How large must the basis be before a computed pressure may decide the size of a cell?

An engineer who lets a program relax a crystal hands the decision to the computed pressure: the cell grows where it is positive and shrinks where it is negative. The plane-wave cutoff, the highest kinetic energy admitted to the basis, then matters more than a look at the total energy suggests. For lead sulfide, a cutoff that is too low reverses the instruction. The table follows one fixed cell through six cutoffs.

VASP 6.6.1 calculations with PBEsol and the recommended PAW PBE potentials (Pb_d, S), without spin polarisation or spin-orbit coupling, for the two-atom cell of PbS (Fm-3m) fixed at 0.97 of its starting volume. All rows use a 10×10×10 k mesh, Gaussian smearing of 0.05 eV and PREC = Accurate. Positive pressure means compression.

```
wave cutoff  pressure (GPa)
     200 eV         -15.230
     350 eV           0.700
     400 eV           0.970
     500 eV           0.960
     600 eV           1.020
     900 eV           1.040
```

The cell has been squeezed to 0.97 of the volume of its starting structure, and in this column a positive pressure means compression. The value near 1 GPa at the high cutoffs is therefore the response of a squeezed cell, and a better basis should not remove it. The −15.2 GPa at 200 eV is a different matter. Taken literally, it says that the same squeezed cell is stretched and wants to shrink much further.

The electrons give no reason for such a reversal. Over the whole series the band gap of this calculation stays at 0.136 eV to within 1 meV, and the top of the valence band moves by only 7 meV. The crystal is in the same electronic state in every row. What changes is how the finite basis enters the pressure.

A pressure is the energy released when the cell expands a little, divided by the change in volume. The program takes this derivative with a fixed set of plane waves. When the cell grows, every wave in the set is stretched with it, its wavelength increases and its kinetic energy falls. The set that reached up to 200 eV now reaches slightly less far, so expansion makes the basis poorer.

Two limits show what follows. If the basis is practically complete, losing a little of its upper end costs no energy, and the pressure is right. If the basis is too small, every loss at the upper end raises the energy noticeably. Expansion then seems to cost energy that has no counterpart in the crystal, and the cell appears to pull itself inward. This false tension is known as Pulay stress.

The argument can be put into one line. Let E be the energy of the cell, V its volume and Ecut the cutoff. For a fixed set of waves Ecut varies as V^(−2/3), and the chain rule adds a false term to the pressure:

false pressure = (2/3) × (Ecut / V) × (dE/dEcut)

The energy falls as the basis grows, so dE/dEcut is negative, and so is the false pressure. It dies out as the energy curve flattens. In the table every row below 900 eV indeed has a lower pressure than the 900 eV row, which serves here as the reference.

The error shrinks so quickly because of the shape of the orbitals. Their compact parts near the nuclei need short waves, and once these are in the basis, still shorter ones add little. The cutoffs usually recommended for the lead and sulfur potentials used here are roughly 240 and 260 eV. The first row lies below both, while the second lies well above them. Between the two, the error against 900 eV shrinks from 16.3 to 0.34 GPa.

The relation can be tested by turning it round and asking how steeply the energy would have to fall to produce these errors. The cell holds 50.6 Å³, and 1 eV/Å³ equals 160 GPa. The required slopes, in eV of energy per eV of cutoff, are

at 200 eV: 1.5 × 50.6 × 16.3 / (160 × 200) ≈ 0.039

at 350 eV: 1.5 × 50.6 × 0.34 / (160 × 350) ≈ 0.00046

If the slope decays exponentially between these two points, the energy drop is the difference of the slopes, divided by the logarithm of their ratio and multiplied by the interval:

(0.039 − 0.00046) / ln(0.039 / 0.00046) × 150 eV ≈ 1.3 eV

No constant was adjusted, but the estimate assigns the whole pressure error to the false term and assumes the form of the decay. It should be read as an energy of the order of 1 eV per cell.

The computed total energies fall by only 0.145 eV over the same interval, about nine times less. From 350 to 400 eV the shortfall is again roughly tenfold. The relation thus gives the right sign, but with the reported energies it would predict far too small an error in the pressure. Something has made these energies look better than the basis behind them.

The likely reason is a standard correction in the program. It estimates how far the short waves missing at the chosen cutoff raise the energy of a free atom, and takes this amount off the total energy. Since the compact parts of the orbitals are much the same in the atom and in the crystal, this removes most of the error. The stress receives no such correction. That accounts for the direction of the mismatch, although its size has not been checked here against uncorrected energies.

This is why a settled energy is a poor witness for the pressure. At 350 eV the energy lies only 1.6 meV per cell above its 900 eV value, which looks well settled. The pressure at the same cutoff is still a third too low. Yet the two errors have shrunk at a similar pace, to about 1 and 2 percent of what they were at 200 eV. The pressure is not especially slow to settle; it starts from an enormous error and is wanted to a fraction of 1 GPa.

For the cell size the consequence can be estimated. With a bulk modulus of roughly 60 GPa, an error of −0.34 GPa makes the relaxed volume about 0.6 percent too small. That may be harmless in a first survey of structures. It is not harmless if the aim is to compare lattice constants or to resolve a small thermal or chemical expansion.

The most deceptive cutoff is one that the table does not contain. Since the pressure is negative at 200 eV and positive at 350 eV, it must pass through zero in between. The exponential decay used above gives a slope of about 0.002 at 300 eV, and hence a false pressure of

−(2/3) × (300 / 50.6) × 0.002 × 160 ≈ −1.3 GPa

This is close to the true compression with its sign reversed. If this rough interpolation holds, the squeezed cell would look nearly relaxed somewhere near 300 eV, because two unrelated pressures cancel. The exact cutoff is not fixed by the table.

The upper rows hold a quieter trap. From 400 to 500 eV the pressure even falls by about 0.01 GPa, a small step that is also there in the unrounded output. The near agreement looks like convergence, but both values lie 0.06 to 0.08 GPa below the one at 900 eV, and most of that gap closes only at 600 eV. The total energy settles unevenly as well: it falls by 0.1 meV from 400 to 500 eV and by 0.5 meV over the next 100 eV. The basis error therefore does not fade as smoothly as the exponential picture assumes. One expected reason is that the orbitals, which these potentials smooth near the nuclei, have a short-wave part that dies out in ripples and not evenly. The grid of points on which the program handles the electron density also becomes finer with the cutoff, and may play a part. The runs here do not separate the two.

These pressures are a test of the basis and should not be used as reference data for lead sulfide. Spin-orbit coupling, which is strong in lead, is left out of every row. It cannot have produced the trend, but it may shift the value to which the pressure settles, and it would certainly change the small gap.

There is also a way round the problem. If the total energy is computed at several volumes with the same cutoff, each volume gets its own set of waves, and the basis no longer becomes poorer as the cell expands. Most of the remaining error is then common to all volumes and drops out of the position of the minimum. The equilibrium volume can thus be found at a cutoff where the directly computed pressure is not yet reliable.

Where the pressure itself must steer the relaxation, choose the cutoff by the pressure and not by the energy. Set the tolerance first, and compare with a much higher cutoff instead of the next one up. For this cell, 400 eV serves if 0.1 GPa is good enough, and 600 eV comes within about 0.02 GPa of the 900 eV result.
